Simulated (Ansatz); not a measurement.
**Relaxing ZnAu**

Method: Ansatz, DFT PBE, scalar-relativistic, plane waves, PAW. Cutoff 420 eV, Γ-centred k mesh, Gaussian smearing, no spin polarisation in the final step.

The start is a database structure of ZnAu, space group Pm-3m (No. 221).

```
CELL_PARAMETERS angstrom
3.15005 0.00000 0.00000
0.00000 3.15005 0.00000
0.00000 0.00000 3.15005
ATOMIC_POSITIONS crystal
Zn 0.50000 0.50000 0.50000
Au 0.00000 0.00000 0.00000
```

Steps on the 6×6×6 mesh (2 atoms). 4 of 4 steps are shown, and the free energy counts from the last. Trial steps that were taken back and renewals of the plane-wave basis can be among the rows.

| step | ΔF (meV/atom) | V (Å³/atom) | P (GPa) |
| --- | --- | --- | --- |
| 1 | 8.2 | 15.63 | 4.61 |
| 2 | 2.0 | 16.49 | -1.78 |
| 3 | 0.4 | 16.24 | -0.12 |
| 4 | 0.0 | 16.24 | -0.13 |

A final relaxation ran on a 18×18×18 mesh. The relaxed crystal, Pm-3m (No. 221):

Space group Pm-3m (No. 221). a = 3.187 Å, b = 3.187 Å, c = 3.187 Å, α = 90.00°, β = 90.00°, γ = 90.00°
| atom | site | symmetry | x | y | z |
| --- | --- | --- | --- | --- | --- |
| Zn | 1b | m-3m | 0.5000 | 0.5000 | 0.5000 |
| Au | 1a | m-3m | 0.0000 | 0.0000 | 0.0000 |

```json
{"Volume per atom": "16.18 Å³", "Density": "13.46 g/cm³", "Energy over the elements": "-0.21 eV/atom", "Gap on the 18×18×18 mesh": "0 eV (a metal)"}
```

Energies over the elements count from the elements' standard structures at the same level, with no empirical corrections.

The final run used a 18×18×18 mesh on its 2-atom cell and 0.10 eV smearing. For metals, differences of a few meV/atom aren't resolved. Spin–orbit coupling is left out.

A structure relaxed within its symmetry needn't be a true minimum.

Cost: 3 runs of about 0.48 core-minutes in all, on Arm Neoverse V2 (shared hosts).